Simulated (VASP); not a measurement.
# KZnF3 (Pm-3m) in VASP: notebook

Runs on KZnF3. Level: PBE. Tasks: single point, relaxation of cell and atoms.

Everything below comes from runs of VASP 6.6.1. Logs are shortened: lines on timing, memory, paths and dates and some standing lists are left out, and cuts for length are marked.

## 1. The structure

It takes space group Pm-3m (No. 221, cubic). The conventional cell has a = 4.128 Å, b = 4.128 Å, c = 4.128 Å, α = 90.00°, β = 90.00°, γ = 90.00°. K (site symmetry m-3m) has 12 F at 2.92 Å as nearest neighbours. Around Zn (site symmetry m-3m) lie 6 F at 2.06 Å. F (site symmetry 4/mmm) is surrounded by 2 Zn at 2.06 Å.

## 2. Single point, PBE

The input, INCAR:

```
ALGO = Normal ; EDIFF = 1E-7
ENCUT = 520 ; GGA = PE
ISIF = 2 ; ISMEAR = 0
LASPH = True ; LCHARG = True
LELF = True ; LREAL = False
LVHAR = True ; LWAVE = False
NBANDS = 29 ; NELM = 100
PREC = Accurate ; SIGMA = 0.02
```

The input, KPOINTS:

```
k-points
0
Gamma
  6 6 6
```

The input, POSCAR:

```
KZnF3
1.0
    4.1275598768      0.0000000000      0.0000000000
    0.0000000000      4.1275598768      0.0000000000
    0.0000000000      0.0000000000      4.1275598768
K Zn F
1 1 3
Direct
    0.0000000000      0.0000000000      0.0000000000
    0.5000000000      0.5000000000      0.5000000000
    0.5000000000      0.5000000000      0.0000000000
    0.0000000000      0.5000000000      0.5000000000
    0.5000000000      0.0000000000      0.5000000000
```

Potentials or basis: VASP PAW PBE potentials, release 64 (K_sv, Zn, F).

The run is started by

```sh
$ cat potpaw_PBE.64/K_sv/POTCAR potpaw_PBE.64/Zn/POTCAR potpaw_PBE.64/F/POTCAR > POTCAR
$ mpirun -np 1 vasp_std > vasp.out
```

OUTCAR:

```text
EDIFF = 1E-7
   ENCUT = 520
   GGA = PE
   ISIF = 2
   ISMEAR = 0
   LASPH = True
   LREAL = False
   NELM = 100
   PREC = Accurate

 ion  position               nearest neighbor table
   1  0.000  0.000  0.000-
   2  0.500  0.500  0.500-   3 2.06   4 2.06   5 2.06   3 2.06   5 2.06   4 2.06
   3  0.500  0.500  0.000-   2 2.06   2 2.06
   4  0.000  0.500  0.500-   2 2.06   2 2.06
   5  0.500  0.000  0.500-   2 2.06   2 2.06

  LATTYP: Found a simple cubic cell.
 ALAT       =     4.1275598768

  Lattice vectors:

 A1 = (   4.1275598768,   0.0000000000,   0.0000000000)
 A2 = (   0.0000000000,   4.1275598768,   0.0000000000)
 A3 = (   0.0000000000,   0.0000000000,   4.1275598768)

Analysis of symmetry for initial positions (statically):
=====================================================================
 Subroutine PRICEL returns:
 Original cell was already a primitive cell.

 Routine SETGRP: Setting up the symmetry group for a
 simple cubic supercell.

 Subroutine GETGRP returns: Found 48 space group operations
 (whereof 48 operations were pure point group operations)
 out of a pool of 48 trial point group operations.

The static configuration has the point symmetry O_h .

Analysis of symmetry for dynamics (positions and initial velocities):
=====================================================================
 Subroutine PRICEL returns:
 Original cell was already a primitive cell.

 Routine SETGRP: Setting up the symmetry group for a
 simple cubic supercell.

 Subroutine GETGRP returns: Found 48 space group operations
 (whereof 48 operations were pure point group operations)
 out of a pool of 48 trial point group operations.

The dynamic configuration has the point symmetry O_h .

 Subroutine INISYM returns: Found 48 space group operations
 (whereof 48 operations are pure point group operations),
 and found     1 'primitive' translations

----------------------------------------------------------------------------------------

                                     Primitive cell

  volume of cell :      70.3202

  direct lattice vectors                    reciprocal lattice vectors
     4.127559877  0.000000000  0.000000000     0.242273893  0.000000000  0.000000000
     0.000000000  4.127559877  0.000000000     0.000000000  0.242273893  0.000000000
     0.000000000  0.000000000  4.127559877     0.000000000  0.000000000  0.242273893

  length of vectors
     4.127559877  4.127559877  4.127559877     0.242273893  0.242273893  0.242273893

  position of ions in fractional coordinates (direct lattice)
     0.000000000  0.000000000  0.000000000
     0.500000000  0.500000000  0.500000000
     0.500000000  0.500000000  0.000000000
     0.000000000  0.500000000  0.500000000
     0.500000000  0.000000000  0.500000000

  ion indices of the primitive-cell ions
   primitive index   ion index
                 1           1
                 2           2
                 3           3
                 4           4
                 5           5

----------------------------------------------------------------------------------------

 KPOINTS: k-points

Automatic generation of k-mesh.
 Grid dimensions read from file:
 generate k-points for:    6    6    6

 Generating k-lattice:

  Cartesian coordinates                     Fractional coordinates (reciprocal lattice)
     0.040378982  0.000000000  0.000000000     0.166666667  0.000000000  0.000000000
     0.000000000  0.040378982  0.000000000     0.000000000  0.166666667  0.000000000
     0.000000000  0.000000000  0.040378982     0.000000000  0.000000000  0.166666667

  Length of vectors
     0.040378982  0.040378982  0.040378982

  Shift w.r.t. Gamma in fractional coordinates (k-lattice)
     0.000000000  0.000000000  0.000000000

 Subroutine IBZKPT returns following result:
 ===========================================

 Found     20 irreducible k-points:

 Following reciprocal coordinates:
            Coordinates               Weight
  0.000000  0.000000  0.000000      1.000000
  0.166667  0.000000  0.000000      6.000000
  0.333333  0.000000  0.000000      6.000000
  0.500000  0.000000  0.000000      3.000000
  0.166667  0.166667  0.000000     12.000000
  0.333333  0.166667  0.000000     24.000000
[... 12 lines left out ...]
  0.500000  0.500000  0.333333      6.000000
  0.500000  0.500000  0.500000      1.000000
   k-points           NKPTS =     20   k-points in BZ     NKDIM =     20   number of bands    NBANDS=     29
   number of dos      NEDOS =    301   number of ions     NIONS =      5
   total plane-waves  NPLWV =  32768
   dimension x,y,z NGX =    32 NGY =   32 NGZ =   32
   dimension x,y,z NGXF=    64 NGYF=   64 NGZF=   64
   ions per type =               1   1   3
   NGX,Y,Z   is equivalent  to a cutoff of  12.89, 12.89, 12.89 a.u.
   NGXF,Y,Z  is equivalent  to a cutoff of  25.78, 25.78, 25.78 a.u.
 SYSTEM =  unknown system
   PREC   = accura    normal or accurate (medium, high low for compatibility)
   ISTART =      0    job   : 0-new  1-cont  2-samecut
   ICHARG =      2    charge: 1-file 2-atom 10-const
   ISPIN  =      1    spin polarized calculation?
   LNONCOLLINEAR =      F non collinear calculations
   LSORBIT =      F    spin-orbit coupling
   LASPH  =      T    aspherical Exc in radial PAW
   ENCUT  =  520.0 eV  38.22 Ry    6.18 a.u.   7.67  7.67  7.67*2*pi/ulx,y,z
   NELM   =    100;   NELMIN=  2; NELMDL= -5     # of ELM steps
   EDIFF  = 0.1E-06   stopping-criterion for ELM
   LREAL  =      F    real-space projection
[... 7 lines left out ...]
   TEBEG  =    0.0;   TEEND  =   0.0 temperature during run
   PSTRESS=    0.0 pullay stress
   NELECT =      42.0000    total number of electrons
   NUPDOWN=      -1.0000    fix difference up-down
   EMIN   =  10.00;   EMAX   =-10.00  energy-range for DOS
   EFERMI =   0.00;   METHOD = LEGACY
   ISMEAR =     0;   SIGMA  =   0.02  broadening in eV -4-tet -1-fermi 0-gaus
   EFERMI_NEDOS =   21; number of points for ismear=-14 and -15
   IALGO  =     38    algorithm
   IMIX   =      4    mixing-type and parameters
     AMIX     =   0.40;   BMIX     =  1.00
     AMIX_MAG =   1.60;   BMIX_MAG =  1.00
  volume/ion in A,a.u.               =      14.06        94.91
  Fermi-wavevector in a.u.,A,eV,Ry     =   1.378683  2.605334 25.861517  1.900768
  Thomas-Fermi vector in A             =   2.503722
   LORBIT       =      0    0 simple, 1 ext, 2 COOP (PROOUT), +10 PAW based schemes
   GGA     = PE    functional components
   LHFCALC =     F    Hartree Fock is set to
   AEXX    =    0.0000 exact exchange contribution
   IVDW    =     0    specifies the selected vdW correction
   LEPSILON=     F    determine dielectric tensor
   LRPA    =     F    only Hartree local field effects (RPA)
 non-spin polarized calculation
 Gauss-broadening in eV      SIGMA  =   0.02
  energy-cutoff  :      520.00
  volume of cell :       70.32
 maximum number of plane-waves:      1924
 NGX is ok and might be reduce to    32
   NGX = 15   NGY = 15   NGZ = 15

 number of electron      41.9999991 magnetization

 Free energy of the ion-electron system (eV)
  ---------------------------------------------------
  ext. energy  EPLUGINS =         0.00000000
  ---------------------------------------------------
  free energy    TOTEN  =       -20.33171630 eV

  energy without entropy =      -20.33171630  energy(sigma->0) =      -20.33171630

 E-fermi :  -1.1324     XC(G=0):  -9.5883

 val. band max:       -1.3234740419   @ k =   0.5000   0.5000   0.5000
 cond. band min:       2.3275448009   @ k =   0.0000   0.0000   0.0000
 fundamental gap:      3.6510188428
 Fermi energy:        -1.1324418551

 k-point     1 :       0.0000    0.0000    0.0000
  band No.  band energies     occupation
      1     -28.2345      2.00000
      2     -22.4704      2.00000
      3     -21.9187      2.00000
      4     -21.9187      2.00000
      5     -11.7127      2.00000
      6     -11.7127      2.00000
[... 21 lines left out ...]
     28       9.8434      0.00000
     29      12.4924      0.00000

 k-point     2 :       0.1667    0.0000    0.0000
  band No.  band energies     occupation
      1     -28.2306      2.00000
      2     -22.4417      2.00000
      3     -21.9445      2.00000
      4     -21.9170      2.00000
      5     -11.7147      2.00000
      6     -11.7042      2.00000
[... 21 lines left out ...]
     28       9.9144      0.00000
     29      12.2955      0.00000

 k-point     3 :       0.3333    0.0000    0.0000
  band No.  band energies     occupation
      1     -28.2227      2.00000
      2     -22.3704      2.00000
      3     -22.0084      2.00000
      4     -21.9148      2.00000
      5     -11.7187      2.00000
      6     -11.6869      2.00000
[... 21 lines left out ...]
     28      10.0690      0.00000
     29      11.9392      0.00000

 k-point     4 :       0.5000    0.0000    0.0000
  band No.  band energies     occupation
      1     -28.2188      2.00000
      2     -22.3234      2.00000
      3     -22.0512      2.00000
      4     -21.9127      2.00000
      5     -11.7206      2.00000
      6     -11.6782      2.00000
[... 21 lines left out ...]
     28      10.8020      0.00000
     29      11.2081      0.00000

 k-point     5 :       0.1667    0.1667    0.0000
  band No.  band energies     occupation
      1     -28.2269      2.00000
      2     -22.4112      2.00000
      3     -21.9548      2.00000
      4     -21.9302      2.00000
      5     -11.7269      2.00000
      6     -11.6963      2.00000
[... 21 lines left out ...]
     28       9.9317      0.00000
     29      11.8913      0.00000
[... 382 lines left out ...]
     28      10.2167      0.00000
     29      11.5995      0.00000

 k-point    18 :       0.5000    0.3333    0.3333
  band No.  band energies     occupation
      1     -28.2032      2.00000
      2     -22.1195      2.00000
      3     -22.0535      2.00000
      4     -22.0151      2.00000
      5     -11.8083      2.00000
      6     -11.8006      2.00000
[... 21 lines left out ...]
     28      11.1114      0.00000
     29      11.2375      0.00000

 k-point    19 :       0.5000    0.5000    0.3333
  band No.  band energies     occupation
      1     -28.2009      2.00000
      2     -22.0645      2.00000
      3     -22.0518      2.00000
      4     -22.0518      2.00000
      5     -11.8244      2.00000
      6     -11.8244      2.00000
[... 21 lines left out ...]
     28      11.3692      0.00000
     29      11.4638      0.00000

 k-point    20 :       0.5000    0.5000    0.5000
  band No.  band energies     occupation
      1     -28.1988      2.00000
      2     -22.0489      2.00000
      3     -22.0489      2.00000
      4     -22.0489      2.00000
      5     -11.8414      2.00000
      6     -11.8414      2.00000
[... 21 lines left out ...]
     28      11.2617      0.00000
     29      11.9483      0.00000

------------------------ aborting loop because EDIFF is reached ----------------------------------------

  FORCE on cell =-STRESS in cart. coord.  units (eV):
  Direction    XX          YY          ZZ          XY          YZ          ZX
  --------------------------------------------------------------------------------------
  -------------------------------------------------------------------------------------
  Total        0.1096578      0.1096578      0.1096578     -0.0000000     -0.0000000      0.0000000
  in kB        2.4984461      2.4984461      2.4984461     -0.0000000     -0.0000000      0.0000000
  external PRESSURE =       2.4984461 kB  Pullay stress =       0.0000000 kB

 VOLUME and BASIS-vectors are now :
 -----------------------------------------------------------------------------
  energy-cutoff  :      520.00
  volume of cell :       70.32
      direct lattice vectors                 reciprocal lattice vectors
     4.127559877  0.000000000  0.000000000     0.242273893  0.000000000  0.000000000
     0.000000000  4.127559877  0.000000000     0.000000000  0.242273893  0.000000000
     0.000000000  0.000000000  4.127559877     0.000000000  0.000000000  0.242273893

 POSITION                                       TOTAL-FORCE (eV/Angst)
 -----------------------------------------------------------------------------------
      0.00000      0.00000      0.00000         0.000000      0.000000      0.000000
      2.06378      2.06378      2.06378         0.000000      0.000000      0.000000
      2.06378      2.06378      0.00000         0.000000      0.000000      0.000000
      0.00000      2.06378      2.06378         0.000000      0.000000      0.000000
      2.06378      0.00000      2.06378         0.000000      0.000000      0.000000
 -----------------------------------------------------------------------------------
    total drift:                                0.000000     -0.000000     -0.000000

  FREE ENERGIE OF THE ION-ELECTRON SYSTEM (eV)
  ---------------------------------------------------
  free  energy   TOTEN  =       -20.3317163000 eV

  energy  without entropy=      -20.3317163000  energy(sigma->0) =      -20.33171630
```

It took 35 s on 1 thread of Intel Xeon Platinum 8375C at 2.90GHz (Ice Lake), shared host; peak memory 0.2 GiB.

What came out:

| Quantity | Value |
| --- | --- |
| Free energy | -20.3317 eV |
| Pressure | 0.2 GPa |
| Band gap on the k mesh | 3.65 eV, indirect (least direct gap 5.19 eV) |

Levels at points of the mesh, in eV from the valence-band top:
```tsv
k point	band 18	band 19	band 20	band 21	band 22	band 23	band 24	band 25
(0.00, 0.00, 0.00)	-1.71	-1.54	-1.54	-1.54	3.65	8.93	8.93	9.26
(0.50, 0.00, 0.00)	-1.68	-1.55	-1.47	-1.47	6.28	8.25	9.81	11.11
(0.50, 0.50, 0.00)	-1.55	-1.55	-1.20	0.00	7.79	9.97	9.97	10.15
(0.50, 0.50, 0.50)	-1.18	-1.18	0.00	0.00	8.50	8.50	8.50	9.77
```

A k mesh can miss the band edges. Expect the measured gap to be larger: semilocal functionals such as PBE lack the derivative discontinuity.

## 3. Relaxation of cell and atoms, PBE

This run uses another cell than the first one, of 13.29 Å³/atom, 0.945 times its volume.

The input, INCAR:

```
PREC = Accurate ; ENCUT = 600
EDIFF = 1E-7 ; ISMEAR = 0
SIGMA = 0.02 ; LREAL = False
LASPH = True ; NELM = 100
ALGO = Normal ; ISIF = 3
LWAVE = False ; LCHARG = False
GGA = PE ; IBRION = 2
NSW = 100 ; EDIFFG = -0.005
```

The input, KPOINTS:

```
Automatic mesh
0
Gamma
  6 6 6
```

Edit POSCAR of step 2 so:

```diff
@@ -2,5 +2,5 @@
 1.0
-    4.1275598768      0.0000000000      0.0000000000
-    0.0000000000      4.1275598768      0.0000000000
-    0.0000000000      0.0000000000      4.1275598768
+    4.0500000000      0.0000000000      0.0000000000
+    0.0000000000      4.0500000000      0.0000000000
+    0.0000000000      0.0000000000      4.0500000000
 K Zn F
```

Potentials or basis: VASP PAW PBE potentials, release 64 (K_sv, Zn, F).

The run is started by

```sh
$ cat potpaw_PBE.64/K_sv/POTCAR potpaw_PBE.64/Zn/POTCAR potpaw_PBE.64/F/POTCAR > POTCAR
$ mpirun -np 1 vasp_std > vasp.out
```

It took 98 s on 1 thread of Intel Xeon Platinum 8375C at 2.90GHz (Ice Lake), shared host; peak memory 0.21 GiB.

Results (log left out):

```
Free energy                            : -20.3292 eV
Relaxed volume                         : 14.11 Å³/atom
Relaxed cell                           : a = 4.132 Å, b = 4.132 Å, c = 4.132 Å, α = 90.00°, β = 90.00°, γ = 90.00°
Space group after relaxing (to 0.05 Å) : Pm-3m (No. 221)
Energy gained by relaxing              : 11.6 meV/atom
Ionic steps                            : 3
Pressure after relaxing                : 0.0 GPa
Band gap on the k mesh                 : 3.64 eV, indirect (least direct gap 5.16 eV)
```

Step by step:
```csv
step,energy change (eV),largest force (eV/Å),pressure (GPa),volume (Å³)
1,0.0000,0.0000,4.78,66.43
2,-0.0579,0.0000,0.21,70.32
3,-0.0580,0.0000,-0.01,70.53
```

Final structure:
```
K Zn F
1.0
     4.13158    0.00000    0.00000
     0.00000    4.13158    0.00000
     0.00000    0.00000    4.13158
K Zn F
1 1 3
Direct
  0.00000 0.00000 0.00000
  0.50000 0.50000 0.50000
  0.50000 0.50000 0.00000
  0.00000 0.50000 0.50000
  0.50000 0.00000 0.50000
```

Levels at points of the mesh, in eV from the valence-band top:
```csv
k point,band 18,band 19,band 20,band 21,band 22,band 23,band 24,band 25
"(0.00, 0.00, 0.00)",-1.69,-1.52,-1.52,-1.52,3.64,8.94,8.94,9.26
"(0.50, 0.00, 0.00)",-1.66,-1.55,-1.45,-1.45,6.27,8.25,9.82,11.11
"(0.50, 0.50, 0.00)",-1.54,-1.54,-1.18,0.00,7.77,9.96,9.96,10.15
"(0.50, 0.50, 0.50)",-1.17,-1.17,0.00,0.00,8.50,8.50,8.50,9.75
```

A k mesh can miss the band edges. PBE usually gives volumes a little too large and moduli too small.
